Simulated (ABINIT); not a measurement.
# Pd (Fm-3m) in ABINIT: further runs

The runs below take Pd through band structure, equation of state, with OLYP, PBE, PBEsol, BP86, WC.

Everything below comes from runs of ABINIT 10.8.3 (patched build). Logs are shortened: lines on timing, memory, paths and dates and some standing lists are left out, and cuts for length are marked. The log counts tension as positive stress, the text compression.

## 1. The crystal as given

The structure is cubic, space group Fm-3m (No. 225). Conventional cell: a = 3.893 Å, b = 3.893 Å, c = 3.893 Å, α = 90.00°, β = 90.00°, γ = 90.00°. Pd (site symmetry m-3m) has 12 Pd at 2.75 Å as nearest neighbours.

## 2. Band structure, OLYP

Input file run.abi:

```
ndtset 2

pp_dirpath "./"
pseudos "Pd.GGA_PBE-JTH.xml"

acell 3*1.0 Angstrom
rprim
     0.0000000000     1.9465000000     1.9465000000
     1.9465000000     0.0000000000     1.9465000000
     1.9465000000     1.9465000000     0.0000000000
ntypat 1
znucl 46
natom 1
typat 1
xred
     0.0000000000     0.0000000000     0.0000000000

ecut 625.861884 eV
pawecutdg 45.0

ixc -110131

occopt 3
tsmear 0.00183747

nstep 100

iomode 3
prtwf 0
prteig 0
prtebands 0
prtden1 1

kptopt1 1
ngkpt1 12 12 12
nshiftk1 1
shiftk1 0.0 0.0 0.0
nband1 13
tolvrs1 1.0e-9

iscf2 -2
getden2 1
nband2 17
nbdbuf2 2
tolwfr2 1.0e-12
kptopt2 -9
ndivsm2 6
prteig2 1
prtvol2 -3
kptbounds2
     0.0000000000     0.0000000000     0.0000000000
     0.5000000000     0.0000000000     0.5000000000
     0.5000000000     0.2500000000     0.7500000000
     0.3750000000     0.3750000000     0.7500000000
     0.0000000000     0.0000000000     0.0000000000
     0.5000000000     0.5000000000     0.5000000000
     0.6250000000     0.2500000000     0.6250000000
     0.5000000000     0.2500000000     0.7500000000
     0.5000000000     0.5000000000     0.5000000000
     0.3750000000     0.3750000000     0.7500000000
```

Potentials or basis: JTH PAW PBE v2.0.

On the command line:

```
abinit run.abi > log 2>&1
```

run.abo:

```text
.Version 10.8.3 of ABINIT
 DATASET    1 : space group Fm -3 m (#225); Bravais cF (face-center cubic)
================================================================================
 Values of the parameters that define the memory need for DATASET  1.
     intxc =       0    ionmov =       0      iscf =      17    lmnmax =      18
     lnmax =       6     mgfft =      24  mpssoang =       3    mqgrid =    3001
     natom =       1  nloc_mem =       2    nspden =       1   nspinor =       1
    nsppol =       1      nsym =      48    n1xccc =       1    ntypat =       1
    occopt =       3   xclevel =       2
       mpw =         534          nfft =       13824          nkpt =          72
 PAW method is used; the additional fine FFT grid is defined by:
   mgfftf=        32    nfftf =     32768
================================================================================
================================================================================

 DATASET    2 : space group Fm -3 m (#225); Bravais cF (face-center cubic)
================================================================================
 Values of the parameters that define the memory need for DATASET  2.
     intxc =       0    ionmov =       0      iscf =      -2    lmnmax =      18
     lnmax =       6     mgfft =      24  mpssoang =       3    mqgrid =    3001
     natom =       1  nloc_mem =       2    nspden =       1   nspinor =       1
    nsppol =       1      nsym =      48    n1xccc =       1    ntypat =       1
    occopt =       3   xclevel =       2
       mpw =         535          nfft =       13824          nkpt =         103
 PAW method is used; the additional fine FFT grid is defined by:
   mgfftf=        32    nfftf =     32768
================================================================================
================================================================================

--------------------------------------------------------------------------------
------------- Echo of variables that govern the present computation ------------
--------------------------------------------------------------------------------
 -outvars: echo values of preprocessed input variables --------
            acell      1.8897261259E+00  1.8897261259E+00  1.8897261259E+00 Bohr
              amu      1.06420000E+02
             ecut      2.30000000E+01 Hartree
           getden1          0
           getden2          1
             iscf1         17
             iscf2         -2
              ixc     -110131
           jdtset        1    2
           kptopt1          1
           kptopt2         -9
         kptrlatt       12    0    0      0   12    0      0    0   12
          kptrlen1     6.24237018E+01
          kptrlen2     3.00000000E+01
            natom           1
            nband1         13
            nband2         17
           nbdbuf1          0
           nbdbuf2          2
           ndtset           2
           ndivsm1          0
           ndivsm2          6
            ngfft          24      24      24
          ngfftdg          32      32      32
             nkpt1         72
             nkpt2        103
            nstep         100
             nsym          48
           ntypat           1
           occopt           3
        pawecutdg      4.50000000E+01 Hartree
         pawxcdev           0
        prtebands           0
           prteig1          0
           prteig2          1
           prtvol1          0
           prtvol2         -3
            prtwf           0
            rprim      0.0000000000E+00  1.9465000000E+00  1.9465000000E+00
                       1.9465000000E+00  0.0000000000E+00  1.9465000000E+00
                       1.9465000000E+00  1.9465000000E+00  0.0000000000E+00
           shiftk1     0.00000000E+00  0.00000000E+00  0.00000000E+00
           shiftk2     5.00000000E-01  5.00000000E-01  5.00000000E-01
          spgroup         225
[... 219 lines left out ...]
cutoff_energies: {ecut:  23.0, pawecutdg:  45.0, }
electrons: {nelect:   1.80000000E+01, charge:   0.00000000E+00, occopt:   3.00000000E+00, tsmear:   1.83747000E-03, }
meta: {optdriver: 0, ionmov: 0, optcell: 0, iscf: -2, paral_kgb: 0, }
...

 mkfilename : getden/=0, take file _DEN from output of DATASET   1.

 Real(R)+Recip(G) space primitive vectors, cartesian coordinates (Bohr,Bohr^-1):
 R(1)=  0.0000000  3.6783519  3.6783519  G(1)= -0.1359304  0.1359304  0.1359304
 R(2)=  3.6783519  0.0000000  3.6783519  G(2)=  0.1359304 -0.1359304  0.1359304
 R(3)=  3.6783519  3.6783519  0.0000000  G(3)=  0.1359304  0.1359304 -0.1359304
 Unit cell volume ucvol=  9.9538209E+01 bohr^3
 Angles (23,13,12)=  6.00000000E+01  6.00000000E+01  6.00000000E+01 degrees

 Coarse grid specifications (used for wave-functions):

 getcut: wavevector=  0.0000  0.0000  0.0000  ngfft=  24  24  24
         ecut(hartree)=     23.000   => boxcut(ratio)=   2.13705

 Fine grid specifications (used for densities):

 getcut: wavevector=  0.0000  0.0000  0.0000  ngfft=  32  32  32
         ecut(hartree)=     45.000   => boxcut(ratio)=   2.03709
--------------------------------------------------------------------------------

================================================================================
 Non-SCF case, kpt    1 (  0.00000  0.00000  0.00000), residuals and eigenvalues=
  9.44E-13  4.92E-13  4.90E-13  8.22E-13  4.75E-13  6.61E-13  6.91E-13  7.98E-13
  6.88E-13  5.19E-13  7.06E-13  8.56E-13  7.78E-13  8.73E-13  8.77E-13  8.01E-13
  3.65E-12
 -2.6679E+00 -1.4005E+00 -1.4005E+00 -1.4005E+00  1.7149E-01  3.2387E-01
  3.2387E-01  3.2387E-01  3.8206E-01  3.8206E-01  1.0605E+00  1.2392E+00
  1.2392E+00  1.2392E+00  1.4259E+00  1.5448E+00  1.5448E+00
 Non-SCF case, kpt    2 (  0.02941  0.00000  0.02941), residuals and eigenvalues=
  9.66E-13  9.44E-13  6.56E-13  3.86E-13  5.86E-13  7.18E-13  8.87E-13  3.74E-13
  8.42E-13  4.83E-13  7.56E-13  4.61E-13  5.15E-13  7.62E-13  9.53E-13  2.61E-12
  6.21E-05
[... 696 lines left out ...]
 Non-SCF case, kpt  102 (  0.38750  0.38750  0.72500), residuals and eigenvalues=
  8.85E-13  4.48E-13  8.45E-13  2.54E-13  4.92E-13  9.79E-13  3.62E-13  9.96E-13
  2.97E-13  8.20E-13  9.54E-13  5.29E-13  8.34E-13  4.37E-13  6.47E-13  5.16E-13
  4.98E-13
 -2.6653E+00 -1.4118E+00 -1.4094E+00 -1.4047E+00  2.5952E-01  2.8368E-01
  3.4789E-01  3.8577E-01  4.1834E-01  6.9712E-01  7.1427E-01  8.4093E-01
  1.0383E+00  1.1686E+00  1.4990E+00  1.5216E+00  1.5567E+00
 Non-SCF case, kpt  103 (  0.37500  0.37500  0.75000), residuals and eigenvalues=
  4.59E-13  6.40E-13  4.38E-13  8.21E-13  2.53E-13  5.59E-13  5.97E-13  2.31E-13
  8.13E-13  5.26E-13  4.39E-13  6.42E-13  5.13E-13  8.91E-13  8.20E-13  1.42E-12
  1.47E-12
 -2.6653E+00 -1.4121E+00 -1.4092E+00 -1.4049E+00  2.5548E-01  2.7714E-01
  3.5664E-01  3.9209E-01  4.2051E-01  6.9408E-01  7.3080E-01  8.2788E-01
  1.0188E+00  1.1762E+00  1.4647E+00  1.5300E+00  1.5814E+00

--- !ResultsGS
iteration_state: {dtset: 2, }
comment   : Summary of ground state results
lattice_vectors:
- [  0.0000000,   3.6783519,   3.6783519, ]
- [  3.6783519,   0.0000000,   3.6783519, ]
- [  3.6783519,   3.6783519,   0.0000000, ]
lattice_lengths: [   5.20198,    5.20198,    5.20198, ]
lattice_angles: [ 60.000,  60.000,  60.000, ] # degrees, (23, 13, 12)
lattice_volume:   9.9538209E+01
convergence: {deltae:  0.000E+00, res2:  0.000E+00, residm:  9.996E-13, diffor:  0.000E+00, }
etotal    :  -1.28949668E+02
entropy   :   0.00000000E+00
fermie    :   4.25826083E-01
cartesian_stress_tensor: null
pressure_GPa: null
xred      :
- [  0.0000E+00,   0.0000E+00,   0.0000E+00, Pd]
cartesian_forces: null
force_length_stats: {min: null, max: null, mean: null, }
...

 Integrated electronic density in atomic spheres:
 ------------------------------------------------
 Atom  Sphere_radius  Integrated_density
    1        2.51165         16.94124738

================================================================================

 ----iterations are completed or convergence reached----

 Mean square residual over all n,k,spin=   63.294E-14; max=  99.964E-14
 reduced coordinates (array xred) for    1 atoms
       0.000000000000      0.000000000000      0.000000000000

 cartesian coordinates (angstrom) at end:
    1      0.00000000000000     0.00000000000000     0.00000000000000
 length scales=  1.889726125908  1.889726125908  1.889726125908 bohr
              =  1.000000000000  1.000000000000  1.000000000000 angstroms
 Eigenvalues (hartree) for nkpt= 103  k points:
 kpt#   1, nband= 17, wtk=  1.00000, kpt=  0.0000  0.0000  0.0000 (reduced coord)
  -2.66786   -1.40047   -1.40047   -1.40047    0.17149    0.32387    0.32387    0.32387
   0.38206    0.38206    1.06051    1.23916    1.23916    1.23916    1.42594    1.54480
   1.54480
 kpt#   2, nband= 17, wtk=  1.00000, kpt=  0.0294  0.0000  0.0294 (reduced coord)
  -2.66783   -1.40060   -1.40052   -1.40052    0.17307    0.32302    0.32456    0.32456
   0.38119    0.38239    1.06219    1.23215    1.23836    1.23836    1.43753    1.53698
   1.53953
 kpt#   3, nband= 17, wtk=  1.00000, kpt=  0.0588  0.0000  0.0588 (reduced coord)
  -2.66777   -1.40097   -1.40066   -1.40066    0.17776    0.32051    0.32664    0.32664
   0.37863    0.38338    1.06717    1.21523    1.23547    1.23547    1.46799    1.51845
   1.51852
 kpt#   4, nband= 17, wtk=  1.00000, kpt=  0.0882  0.0000  0.0882 (reduced coord)
  -2.66766   -1.40157   -1.40089   -1.40089    0.18543    0.31650    0.33008    0.33008
   0.37462    0.38500    1.07515    1.19485    1.22916    1.22916    1.49795    1.49795
   1.50995
 kpt#   5, nband= 17, wtk=  1.00000, kpt=  0.1176  0.0000  0.1176 (reduced coord)
[... 381 lines left out ...]
   0.41855    0.64512    0.70630    0.91470    1.08502    1.14798    1.50015    1.50099
   1.58585
 kpt# 101, nband= 17, wtk=  1.00000, kpt=  0.4000  0.4000  0.7000 (reduced coord)
  -2.66538   -1.41202   -1.40889   -1.40439    0.26365    0.29020    0.34029    0.37693
   0.41790    0.67321    0.71063    0.87341    1.06076    1.15909    1.51197    1.51548
   1.55293
 kpt# 102, nband= 17, wtk=  1.00000, kpt=  0.3875  0.3875  0.7250 (reduced coord)
  -2.66532   -1.41181   -1.40936   -1.40467    0.25952    0.28368    0.34789    0.38577
   0.41834    0.69712    0.71427    0.84093    1.03833    1.16862    1.49902    1.52156
   1.55669
 kpt# 103, nband= 17, wtk=  1.00000, kpt=  0.3750  0.3750  0.7500 (reduced coord)
  -2.66529   -1.41210   -1.40915   -1.40490    0.25548    0.27714    0.35664    0.39209
   0.42051    0.69408    0.73080    0.82788    1.01880    1.17617    1.46470    1.53002
   1.58143

== END DATASET(S) ==============================================================
================================================================================

 -outvars: echo values of variables after computation  --------
            acell      1.8897261259E+00  1.8897261259E+00  1.8897261259E+00 Bohr
           etotal1    -1.2894966790E+02
            fcart1    -0.0000000000E+00 -0.0000000000E+00 -0.0000000000E+00
            rprim      0.0000000000E+00  1.9465000000E+00  1.9465000000E+00
                       1.9465000000E+00  0.0000000000E+00  1.9465000000E+00
                       1.9465000000E+00  1.9465000000E+00  0.0000000000E+00
           strten1    -1.8699206221E-04 -1.8699206221E-04 -1.8699206221E-04
                       0.0000000000E+00  0.0000000000E+00  0.0000000000E+00
 Calculation completed.
```

Wall time 52 s (1 thread of Arm Neoverse V2, shared host); peak memory 0.11 GiB.

Results:

```yaml
Free_energy: -3508.8992 eV
Pressure: 5.5 GPa
Band_gap_on_the_k_mesh: none (metal or under the smearing width)
Valence_electrons_inside_the_program's_atomic_spheres: Pd 16.94 (radii [1.3291] Å)
```

Levels at the corners of the path, in eV from the Fermi level:
| point | band 6 | band 7 | band 8 | band 9 | band 10 | band 11 | band 12 | band 13 |
| --- | --- | --- | --- | --- | --- | --- | --- | --- |
| Γ | -2.77 | -2.77 | -2.77 | -1.19 | -1.19 | 17.27 | 22.13 | 22.13 |
| X | -5.02 | -0.04 | 0.30 | 0.30 | 3.63 | 10.86 | 13.46 | 13.46 |
| W | -3.29 | -3.29 | -1.28 | 0.30 | 9.10 | 9.10 | 10.59 | 11.69 |
| K | -4.05 | -1.88 | -0.92 | -0.14 | 7.30 | 8.30 | 10.94 | 16.14 |
| Γ | -2.77 | -2.77 | -2.77 | -1.19 | -1.19 | 17.27 | 22.13 | 22.13 |
| L | -2.82 | -2.82 | -0.01 | -0.01 | 1.28 | 7.45 | 16.65 | 21.32 |
| U | -4.05 | -1.88 | -0.92 | -0.14 | 7.30 | 8.30 | 10.94 | 16.14 |
| W | -3.29 | -3.29 | -1.28 | 0.30 | 9.10 | 9.10 | 10.59 | 11.69 |
| L | -2.82 | -2.82 | -0.01 | -0.01 | 1.28 | 7.45 | 16.65 | 21.32 |
| K | -4.05 | -1.88 | -0.92 | -0.14 | 7.30 | 8.30 | 10.94 | 16.14 |

Caveat: the PAW data sets were made with another functional, which shifts forces and pressure a little.

(Continued in part 2 of 2.)
